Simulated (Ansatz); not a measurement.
InP, InAs, InSb: one prototype (CsCl type), with P, As, Sb on the same site. Each was relaxed with r2SCAN in Ansatz 0.2.0, and the gaps are read on those cells (d direct, i indirect). Simulated, non-magnetic, generated structures, which need not be known phases.

```
compound  a (Å)        gap, PBE (eV)     gap, r2SCAN (eV)
    InAs  3.537  none (overlap 3.00)  none (overlap 2.97)
    InSb  3.769  none (overlap 3.47)  none (overlap 3.62)
```

Problem. Fill in the row for InP.

Solution.
```tsv
compound	a (Å)	gap, PBE (eV)	gap, r2SCAN (eV)
InP	3.413	none (overlap 2.74)	none (overlap 2.69)
```
In is surrounded by 8 P at 2.96 Å; P is surrounded by 8 In at 2.96 Å.

Spin-orbit coupling is left out, which matters wherever the heavy atoms make up the band edges.

Where bands overlap the cell is a metal at that level, and these k meshes limit energies, forces and stress.
